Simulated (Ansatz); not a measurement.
# MgS (F-43m) in Ansatz: further runs

Aim: see how the results for MgS move with the level of theory and the settings. Levels: LDA, HSE03. Tasks: single point, electron localisation function.

All numbers are computed with Ansatz 0.2.0; they aren't measurements. Logs are shortened: lines on timing, memory, paths and dates and some standing lists are left out, and cuts for length are marked.

### Step 1. The structure

It takes space group F-43m (No. 216, cubic). The conventional cell has a = 5.666 Å, b = 5.666 Å, c = 5.666 Å, α = 90.00°, β = 90.00°, γ = 90.00°. S (site symmetry -43m) has 4 Mg at 2.45 Å as nearest neighbours. Mg (site symmetry -43m) is surrounded by 4 S at 2.45 Å.

The cell comes from a database or a generator and needn't be the stable form of this composition.

### Step 2. Single point, LDA, collinear spin, random start

run.py

```python
import json

import ase.io
import numpy as np
from ase.calculators.calculator import CalculationFailed, Calculator
from ase.stress import full_3x3_to_voigt_6_stress
from ase.units import GPa

import ansatz as az

class AnsatzCalculator(Calculator):
    implemented_properties = ["energy", "free_energy", "forces", "stress", "magmom"]

    def calculate(self, atoms, properties, system_changes):
        super().calculate(atoms, properties, system_changes)
        structure = atoms.copy()
        structure.set_constraint()
        structure.set_momenta(None)
        structure.set_masses(None)
        outcome = (
            az.Crystal.from_ase(structure)
            .calculation()
            .basis(xc_grid=2)
            .kpoints(5, 5, 5)
            .functional("lda")
            .pseudopotentials(kind="paw", source="jth", xc_functional="pbe")
            .spin("collinear")
            .scf(tolerance=2e-10)
            .occupations(method="fermi_dirac", width=0.1)
            .forces()
            .stress()
            .run(threads=2)
        )
        if not outcome.report["converged"]:
            raise CalculationFailed("SCF not converged")
        report = outcome.report
        self.results = {
            "free_energy": report["lagrangian_ev"],
            "energy": report["lagrangian_ev"],
            "forces": np.array(report["forces_ev_ang"]),
            "stress": -GPa * full_3x3_to_voigt_6_stress(report["stress_gpa"]),
            "magmom": report["magnetization_mub"],
        }

np.set_printoptions(precision=5, suppress=True, linewidth=110)
atoms = ase.io.read("MgS.cif")
atoms.info.pop("occupancy", None)
atoms.set_initial_magnetic_moments([0.27, -0.38, 0.17, -0.22, 0.0, 0.0, 0.0, 0.0])
atoms.calc = AnsatzCalculator()
print(f"free energy {atoms.get_potential_energy():.6f} eV")
print("forces (eV/A)", atoms.get_forces(), sep="\n")
print("stress (GPa, Voigt, tension positive)", atoms.get_stress() / GPa, sep="\n")
print(f"moment {atoms.get_magnetic_moment():.4f} muB")
```

MgS.cif

```cif
data_MgS
_cell_length_a 5.66624009
_cell_length_b 5.66624009
_cell_length_c 5.66624009
_cell_angle_alpha 90.00000000
_cell_angle_beta 90.00000000
_cell_angle_gamma 90.00000000
_space_group_name_H-M_alt 'F-43m'
_space_group_name_Hall 'F -4 2 3'
_space_group_IT_number 216
loop_
_space_group_symop_operation_xyz
'x,y,z'
'y,-x,-z'
'-x,-y,z'
'-y,x,-z'
'x,-y,-z'
'y,x,z'
'-x,y,-z'
'-y,-x,z'
'z,x,y'
'-z,y,-x'
'z,-x,-y'
'-z,-y,x'
'-z,x,-y'
'z,y,x'
'-z,-x,y'
'z,-y,-x'
'y,z,x'
'-x,-z,y'
'-y,z,-x'
'x,-z,-y'
'-y,-z,x'
'x,z,y'
'y,-z,-x'
'-x,z,-y'
'x,y+1/2,z+1/2'
'y,-x+1/2,-z+1/2'
'-x,-y+1/2,z+1/2'
'-y,x+1/2,-z+1/2'
'x,-y+1/2,-z+1/2'
'y,x+1/2,z+1/2'
'-x,y+1/2,-z+1/2'
'-y,-x+1/2,z+1/2'
'z,x+1/2,y+1/2'
'-z,y+1/2,-x+1/2'
'z,-x+1/2,-y+1/2'
'-z,-y+1/2,x+1/2'
'-z,x+1/2,-y+1/2'
'z,y+1/2,x+1/2'
'-z,-x+1/2,y+1/2'
'z,-y+1/2,-x+1/2'
'y,z+1/2,x+1/2'
'-x,-z+1/2,y+1/2'
'-y,z+1/2,-x+1/2'
'x,-z+1/2,-y+1/2'
'-y,-z+1/2,x+1/2'
'x,z+1/2,y+1/2'
'y,-z+1/2,-x+1/2'
'-x,z+1/2,-y+1/2'
'x+1/2,y,z+1/2'
'y+1/2,-x,-z+1/2'
'-x+1/2,-y,z+1/2'
'-y+1/2,x,-z+1/2'
'x+1/2,-y,-z+1/2'
'y+1/2,x,z+1/2'
'-x+1/2,y,-z+1/2'
'-y+1/2,-x,z+1/2'
'z+1/2,x,y+1/2'
'-z+1/2,y,-x+1/2'
'z+1/2,-x,-y+1/2'
'-z+1/2,-y,x+1/2'
'-z+1/2,x,-y+1/2'
'z+1/2,y,x+1/2'
'-z+1/2,-x,y+1/2'
'z+1/2,-y,-x+1/2'
'y+1/2,z,x+1/2'
'-x+1/2,-z,y+1/2'
'-y+1/2,z,-x+1/2'
'x+1/2,-z,-y+1/2'
'-y+1/2,-z,x+1/2'
'x+1/2,z,y+1/2'
'y+1/2,-z,-x+1/2'
'-x+1/2,z,-y+1/2'
'x+1/2,y+1/2,z'
'y+1/2,-x+1/2,-z'
'-x+1/2,-y+1/2,z'
'-y+1/2,x+1/2,-z'
'x+1/2,-y+1/2,-z'
'y+1/2,x+1/2,z'
'-x+1/2,y+1/2,-z'
'-y+1/2,-x+1/2,z'
'z+1/2,x+1/2,y'
'-z+1/2,y+1/2,-x'
'z+1/2,-x+1/2,-y'
'-z+1/2,-y+1/2,x'
'-z+1/2,x+1/2,-y'
'z+1/2,y+1/2,x'
'-z+1/2,-x+1/2,y'
'z+1/2,-y+1/2,-x'
'y+1/2,z+1/2,x'
'-x+1/2,-z+1/2,y'
'-y+1/2,z+1/2,-x'
'x+1/2,-z+1/2,-y'
'-y+1/2,-z+1/2,x'
'x+1/2,z+1/2,y'
'y+1/2,-z+1/2,-x'
'-x+1/2,z+1/2,-y'
loop_
_atom_site_label
_atom_site_type_symbol
_atom_site_symmetry_multiplicity
_atom_site_Wyckoff_symbol
_atom_site_fract_x
_atom_site_fract_y
_atom_site_fract_z
_atom_site_occupancy
S1 S 4 d 0.2500000000 0.2500000000 0.7500000000 1
Mg1 Mg 4 a 0.0000000000 0.0000000000 0.0000000000 1
```

Potentials or basis: JTH PAW.

Launch:

```bash
$ python run.py
```

What it wrote:

```text
DeckWarning: basis.ecutwfc = 900 eV, auto-derived from the records' recommended cutoffs: set by Mg (normal level)
DeckWarning: pseudopotentials/S.paw.azcp: the checks of this S dataset prove no rule for summing its radial tables, as where they were carried onto another mesh than they were made on, and Gregory's rule is taken, under which a leading mesh point left out moves its sums only by what lay on the interval it spanned. That does not make them correct, and they differ from Quantum ESPRESSO's on this file; a re-export a frac [...]
DeckWarning: pseudopotentials/Mg.paw.azcp: the checks of this Mg dataset prove no rule for summing its radial tables, as where they were carried onto another mesh than they were made on, and Gregory's rule is taken, under which a leading mesh point left out moves its sums only by what lay on the interval it spanned. That does not make them correct, and they differ from Quantum ESPRESSO's on this file; a re-export a fr [...]
PlacementWarning: RAYON_NUM_THREADS=2 ignored (pool sized by the plan → 2); use plan(threads=…)
RunWarning: the starting moments were not kept: the SCF closed with an absolute magnetisation of 1.5e-6 μB, where they sum to 1.04 μB in size (4 sites). That is at most 0.1 of that sum. Measured as dr2_m measures the in/out step, that magnetisation stands 1.5e-13 eV from none, at or under the dr2_threshold of 2.0e-10 eV: it is no larger than a step whose dr2_m would equal this threshold. The system may hold no moment; this SCF s [...]
free energy -11095.634426 eV
forces (eV/A)
[[ 0.  0.  0.]
 [ 0.  0.  0.]
 [ 0.  0.  0.]
 [ 0.  0.  0.]
 [-0. -0.  0.]
 [-0.  0. -0.]
 [ 0. -0. -0.]
 [ 0.  0.  0.]]
stress (GPa, Voigt, tension positive)
[ 2.12783  2.12783  2.12783 -0.      -0.      -0.     ]
moment 0.0000 muB
```

engine_input.yaml:

```text
crystal:
  lattice:
    - [5.66624009, 0.0, 0.0]
    - [0.0, 5.66624009, 0.0]
    - [0.0, 0.0, 5.66624009]
  atoms:
    - { symbol: S, position: [0.24999999999999997, 0.24999999999999997, 0.75], spin: 0.27 }
    - { symbol: S, position: [0.24999999999999997, 0.75, 0.25], spin: -0.38 }
    - { symbol: S, position: [0.75, 0.75, 0.75], spin: 0.17 }
    - { symbol: S, position: [0.75, 0.24999999999999997, 0.25], spin: -0.22 }
    - { symbol: Mg, position: [0.0, 0.0, 0.0], spin: 0.0 }
    - { symbol: Mg, position: [0.0, 0.5, 0.5], spin: 0.0 }
    - { symbol: Mg, position: [0.5, 0.0, 0.5], spin: 0.0 }
    - { symbol: Mg, position: [0.5, 0.5, 0.0], spin: 0.0 }
basis:
  xc_grid: 2
kpoints:
  mp_grid:
    grid: [5, 5, 5]
hamiltonian:
  xc: lda
  pseudopotentials:
    kind: paw
    source: jth
    xc_functional: pbe
magnetization:
  spin_polarized: true
scf:
  convergence:
    dr2_threshold: 2.0e-10
  occupations:
    method: fermi_dirac
    width: 0.1
output:
  forces: true
  stress: true
```

Wall time 63 s (2 threads of Arm Neoverse V1, shared host); peak memory 1.3 GiB.

What came out:

```
Free energy            : -11095.6344 eV
Pressure               : -2.1 GPa
Band gap on the k mesh : 3.16 eV
Net moment             : 0.00 μB per cell
Absolute moment        : 0.00 μB per cell
```

Caveat: odd divisions of the mesh miss points on the zone boundary, where band edges often lie, so the gap on the mesh can be too wide; the starting moments weren't kept.

### Step 3. Electron localisation function, HSE03

run.py

```python
import json

import ase.io
import numpy as np
import spglib

import ansatz as az

atoms = ase.io.read("MgS.cif")
cell, frac, numbers = spglib.find_primitive((atoms.cell[:], atoms.get_scaled_positions(), atoms.numbers), symprec=1e-5)
atoms = ase.Atoms(numbers, cell=cell, scaled_positions=frac, pbc=True)

calculation = (
    az.Crystal.from_ase(atoms)
    .calculation()
    .kpoints(5, 5, 5)
    .functional(exchange="pbe", correlation="pbe", exact_fraction=0.25, screening=0.3)
    .pseudopotentials(kind="nc", source="spms")
    .occupations(method="fixed")
    .density()
    .potential()
    .output_files(volumetric_format="npy")
    .electron_localization_function()
    .forces()
    .stress()
    .band_table(publish=True)
)
outcome = calculation.run(threads=2, events_out="events.jsonl")

report = outcome.report
for line in open("events.jsonl"):
    event = json.loads(line)
    if event["event"] == "scf_iter":
        d = event["data"]
        print(f"SCF {d['iter']:3d}  HF = {d['harris_foulkes_ev']:.6f} eV  dr2 = {d['dr2_ev']:.2e} eV")
    elif event["event"] in ("relax_step", "md_step"):
        d = event["data"]
        print(f"{event['event']} {d['step']:3d}  E = {d['lagrangian_ev']:.6f} eV")
np.set_printoptions(precision=5, suppress=True, linewidth=110)
print("converged:", report["converged"], "after", report["n_iterations"], "iterations")
print(f"free energy {report['free_energy_ev']:.6f} eV, Fermi level {report['fermi_energy_ev']:.4f} eV")
for key in ("band_edges_ev", "magnetization_mub", "site_moments_mub", "site_moments_nc_mub", "forces_ev_ang",
                "stress_gpa", "kpoints_frac", "eigenvalues_ev"):
    if report.get(key) is not None:
        print(key, np.array(report[key]), sep="\n")
```

MgS.cif is that of step 2.

Potentials or basis: SPMS NC.

Launch:

```bash
$ python run.py
```

What it wrote:

```text
DeckWarning: basis.ecutwfc = 761.918814887664 eV, auto-derived from the records' recommended cutoffs: set by Mg (normal level)
DeckWarning: output.stress: scf.convergence.dr2_threshold = 1e-7 eV (the SCF's general default) is looser than the 2e-10 eV advised for a printed stress (1e-10 eV for each atom of the cell: 2). What an SCF threshold leaves in a stress goes as its square root, and in the free energy as the threshold itself, and one threshold admits the most on a small cell: of the crystals measured, under no hybrid functional and no lock of the mo [...]
DeckWarning: output.stress: scf.exx.energy_threshold = 1e-6 eV is looser than the 2e-8 eV advised for a stress under a hybrid functional (1e-8 eV for each atom of the cell: 2). Every SCF of the exchange loop can meet its threshold on dr2 while the loop round them stops early: no threshold on dr2 bounds what that leaves in the stress. Set scf.exx.energy_threshold to 2e-8 eV or tighter. The threshold is the loop's pass mark: a loop [...]
PlacementWarning: RAYON_NUM_THREADS=2 ignored (pool sized by the plan → 2); use plan(threads=…)
SCF   1  HF = -1827.055293 eV  dr2 = 6.22e-01 eV
SCF   2  HF = -1826.901573 eV  dr2 = 7.68e-02 eV
SCF   3  HF = -1826.900704 eV  dr2 = 7.45e-03 eV
SCF   4  HF = -1826.901387 eV  dr2 = 3.92e-04 eV
SCF   1  HF = -1822.881481 eV  dr2 = 5.33e-03 eV
SCF   2  HF = -1822.880541 eV  dr2 = 6.57e-04 eV
SCF   3  HF = -1822.882187 eV  dr2 = 2.93e-05 eV
SCF   4  HF = -1822.882180 eV  dr2 = 1.76e-06 eV
SCF   1  HF = -1822.882256 eV  dr2 = 7.60e-07 eV
SCF   2  HF = -1822.882256 eV  dr2 = 3.56e-08 eV
SCF   3  HF = -1822.882256 eV  dr2 = 1.37e-08 eV
SCF   4  HF = -1822.882256 eV  dr2 = 9.18e-10 eV
converged: True after 12 iterations
free energy -1822.882257 eV, Fermi level 2.6718 eV
band_edges_ev
[2.67181 7.01086]
magnetization_mub
0.0
forces_ev_ang
[[ 0. -0.  0.]
 [-0.  0. -0.]]
stress_gpa
[[ 0.28532 -0.      -0.     ]
 [-0.       0.28532  0.     ]
 [-0.       0.       0.28532]]
kpoints_frac
[[ 0.   0.   0. ]
 [ 0.   0.   0.2]
 [ 0.   0.   0.4]
 [ 0.   0.2  0.2]
 [ 0.   0.2  0.4]
 [ 0.   0.2 -0.4]
 [ 0.   0.2 -0.2]
 [ 0.   0.4  0.4]
 [ 0.   0.4 -0.4]
 [ 0.2  0.4 -0.4]]
eigenvalues_ev
[[-76.00646 -40.13733 -40.13733 -40.13733  -9.61754   2.67181   2.67181   2.67181   7.01086  11.63062
   11.63062  11.63062]
 [-76.00642 -40.13857 -40.13757 -40.13757  -9.38279   1.23714   2.54201   2.54201   8.2742   11.35336
   11.90962  11.90962]
 [-76.00636 -40.14057 -40.13794 -40.13794  -8.94622  -0.404     2.35264   2.35264   8.72165  11.38306
   11.38306  12.1224 ]
 [-76.00642 -40.13855 -40.13788 -40.13788  -9.30516   1.29973   2.24207   2.24207   8.62232  10.47237
   12.12945  12.70603]
 [-76.00635 -40.14003 -40.13838 -40.13827  -8.92904   0.10533   1.79111   2.0154    8.97422  10.53207
   11.59628  12.76433]
 [-76.00634 -40.14055 -40.13884 -40.13821  -8.76473  -0.29692   1.32947   2.14117   9.41548  10.40159
   12.20369  12.5992 ]
 [-76.00637 -40.13955 -40.13842 -40.13778  -9.07372   0.43557   1.66185   2.46849   9.6447   10.76439
   11.36785  12.26507]
 [-76.00632 -40.14047 -40.13873 -40.13873  -8.7278   -0.11968   1.66      1.66      7.64579   9.36381
   14.1188   15.17585]
 [-76.00631 -40.1405  -40.1393  -40.13869  -8.62151  -0.08402   0.91012   1.72614   8.04528  10.16594
   13.7782   14.38529]
 [-76.00632 -40.14026 -40.13928 -40.13862  -8.6791    0.06397   0.94003   1.62648   9.05448  11.0171
   11.4024   13.56657]]
```

rho_z.tsv:

```text
# z_ang	rho[e/angstrom^3]
# format = ansatz-planar-average/11
# lattice	0.000000000	2.833120045	2.833120045
# lattice	2.833120045	0.000000000	2.833120045
# lattice	2.833120045	2.833120045	0.000000000
# sites	2
# site	16	4.249680067	4.249680067	4.249680067
# site	12	0.000000000	0.000000000	0.000000000
0.000000	9.730972e-1
0.100166	9.278172e-1
0.200332	8.393467e-1
0.300498	7.003110e-1
0.400664	5.265941e-1
0.500830	3.556355e-1
[... 32 lines left out ...]
3.806305	9.461910e-1
3.906471	9.822028e-1
```

v_z.tsv:

```text
# z_ang	v_es[eV]	v_tot[eV]
# format = ansatz-planar-average/11
# xc	{"exchange":"pbe","correlation":"pbe","exx":{"coeff":0.25,"omega":0.3}}
# density_cutoff_ev	3047.675259550656
# datasets	S=:simpson_from_first_knot	Mg=:simpson_from_first_knot
# lattice	0.000000000	2.833120045	2.833120045
# lattice	2.833120045	0.000000000	2.833120045
# lattice	2.833120045	2.833120045	0.000000000
# sites	2
# site	16	4.249680067	4.249680067	4.249680067
# site	12	0.000000000	0.000000000	0.000000000
0.000000	-5.832293e0	-1.487727e1
0.100166	-4.768797e0	-1.352714e1
0.200332	-2.816662e0	-1.121845e1
0.300498	-6.211925e-1	-8.580128e0
0.400664	1.224392e0	-6.226886e0
0.500830	2.552111e0	-4.356340e0
[... 32 lines left out ...]
3.806305	-4.840338e0	-1.420231e1
3.906471	-5.747676e0	-1.499616e1
```

Run time: 22 s. Hardware: 2 threads of Arm Neoverse V1, shared host; peak memory 0.92 GiB.

What came out:

```
Free energy            : -1822.8823 eV
Pressure               : 0.3 GPa
Band gap on the k mesh : 4.34 eV, direct
```

Caveat: odd divisions of the mesh miss points on the zone boundary, where band edges often lie, so the gap on the mesh can be too wide; the potentials were made for another functional, which shifts forces and pressure; the thresholds are loose for stress.
